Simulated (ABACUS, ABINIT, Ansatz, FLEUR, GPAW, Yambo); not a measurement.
**TePb: band gap by level of theory**

**What was measured.** The band gap of TePb (Fm-3m) is reported as 0.19 eV at 4.2 K (a printed reference work). The runs below try to reproduce it.

Symmetry: Fm-3m, No. 225, cubic system. The conventional cell has a = 6.462 Å, b = 6.462 Å, c = 6.462 Å, α = 90.00°, β = 90.00°, γ = 90.00°. Pb (site symmetry m-3m) has 6 Te at 3.23 Å as nearest neighbours. Te (site symmetry m-3m) has 6 Pb at 3.23 Å as nearest neighbours.

| rung | level | program and potentials | cutoff (eV) | k mesh | smearing | task | spin | core time | chip | band gap (eV) | miss (eV) | notes |
| --- | --- | --- | --- | --- | --- | --- | --- | --- | --- | --- | --- | --- |
| Hartree-Fock | Hartree-Fock on PBEsol | Yambo, PseudoDojo 0.4 SR PBEsol stringent | 1225 | 2 × 2 × 2 | fixed | Hartree-Fock levels | off | 0.73 s | Arm Neoverse V1 | 6.16 | +5.97 | coarse mesh; 23 valence electrons an atom on average |
| GGA | PBE | Ansatz, PAW datasets made for the crystal | 240 | 4 × 4 × 4 | fermi-dirac 0.05 | single point | off | 3.5 s | Arm Neoverse V1 | 0.73 | +0.54 | coarse mesh; 10 valence electrons an atom on average |
| GGA | PBE | Ansatz, all-electron LAPW, scalar-relativistic | - | 4 × 4 × 4 | fermi-dirac 0.04 | single point | off | 4.8 s | Intel Xeon Platinum 8259CL Skylake/Cascade Lake | 0.73 | +0.54 | coarse mesh |
| LDA | LDA | GPAW, the program's PAW data sets (release 1.2.1) made for this functional | 500 | 6 × 6 × 6 | fermi-dirac 0.01 | single point | off | 12 s | Intel Xeon Platinum 8259CL Skylake/Cascade Lake | 0.62 | +0.43 | 10 valence electrons an atom on average |
| LDA | LDA | FLEUR, all-electron, FLAPW | - | 7 × 7 × 7 | fermi-dirac 0.05 | band structure | off | 48 s | Arm Neoverse V1 | 0.65 | +0.46 | from the band path |
| LDA | LDA | GPAW, the program's PAW data sets (release 1.2.1) made for this functional | 600 | 7 × 7 × 7 | fermi-dirac 0.05 | band structure | off | 56 s | Arm Neoverse V2 | 0.62 | +0.43 | 10 valence electrons an atom on average; from the band path |
| GGA | revPBE | ABACUS, PseudoDojo NC SR 0.4.1 PBE standard, plane waves | 1129 | 6 × 6 × 6 | fermi-dirac 0.05 | single point | off | 64 s | Intel Xeon Platinum 8488C Sapphire Rapids | 0.78 | +0.59 | potentials made for PBE; 15 valence electrons an atom on average |
| GGA | PW91 | ABACUS, SPMS ONCV 1.0 PBE, plane waves | 1129 | 6 × 6 × 6 | fermi-dirac 0.05 | single point | off | 68 s | Intel Xeon Platinum 8488C Sapphire Rapids | 0.74 | +0.55 | potentials made for PBE; 15 valence electrons an atom on average |
| GGA | PBEsol | GPAW, PAW data sets generated for this functional | 600 | 7 × 7 × 7 | fermi-dirac 0.05 | band structure | off | 74 s | Arm Neoverse V2 | 0.63 | +0.44 | 10 valence electrons an atom on average; from the band path |
| GGA | revPBE | GPAW, the program's PAW data sets (release 1.2.1) made for this functional | 600 | 7 × 7 × 7 | fermi-dirac 0.05 | band structure | off | 80 s | Arm Neoverse V2 | 0.74 | +0.55 | 10 valence electrons an atom on average; from the band path |
| GGA | PBEsol | Ansatz, all-electron LAPW, relativistic spinors | - | 5 × 5 × 5 | fermi-dirac 0.05 | band structure | SOC, no magnetisation | 93 s | Arm Neoverse V1 | 0.14 | -0.05 | from the band path; bands may be inverted |
| GGA | SOGGA | ABACUS, SG15 ONCV 1.2 PBE, plane waves | 1129 | 6 × 6 × 6 | fermi-dirac 0.05 | single point | off | 94 s | Intel Xeon 6975P-C Granite Rapids | 0.62 | +0.43 | potentials made for PBE; 15 valence electrons an atom on average |
| LDA | LDA | Ansatz, all-electron LAPW, relativistic spinors | - | 5 × 5 × 5 | fermi-dirac 0.05 | band structure | SOC, no magnetisation | 1.7 min | Arm Neoverse V1 | 0.14 | -0.05 | from the band path; bands may be inverted |
| GGA | PBE | ABINIT, SPMS NC PBE v1.0 | 871 | 7 × 7 × 7 | fermi-dirac 0.05 | band structure | off | 3.5 min | Arm Neoverse V1 | 0.74 | +0.55 | 15 valence electrons an atom on average; from the band path |
| GGA | RPBE | GPAW, the program's PAW data sets (release 1.2.1) made for this functional | 450 | 6 × 6 × 6 | fermi-dirac 0.001 | dielectric tensor | off | 5.1 min | Arm Neoverse V1 | 0.75 | +0.56 | 10 valence electrons an atom on average |
| GGA | RPBE | FLEUR, all-electron, FLAPW | - | 5 × 5 × 5 | fermi-dirac 0.05 | band structure | SOC, no magnetisation | 7.5 min | Intel Xeon Platinum 8259CL Skylake/Cascade Lake | 0.25 | +0.06 | from the band path; bands may be inverted |

Times are single runs on shared hosts and different chips, so they are rough; meshes, cutoffs and the tasks' sizes weigh on the time. Gaps are the least found on the k mesh or the band path, and a mesh can miss the band edges. Smearing widths are in eV. The cell comes from a database and isn't always the measured one. Meshes differ between rows, which moves values too. All levels ran on this one cell, unrelaxed unless noted. Meshes are those of the run's cell of 2 atoms unless a note names another. Misses use the values as printed. Runs on faulty files, with rough fits or with known faults for this quantity aren't shown.

By rung: LDA 0.62 to 0.65; LDA with SOC 0.14; GGA 0.62 to 0.78; GGA with SOC 0.14 to 0.25; GGA on coarse meshes 0.73; Hartree-Fock on coarse meshes 6.16 (eV). Measured: 0.19 eV at 4.2 K (a printed reference work). Closest, coarse meshes and atomic bases left aside, is LDA with Ansatz, all-electron LAPW, relativistic spinors (-0.05 eV). The runs are for a static lattice, while measurements hold temperature and zero-point motion; rows without SOC leave out spin-orbit coupling, which moves the band edges where heavy atoms are present.
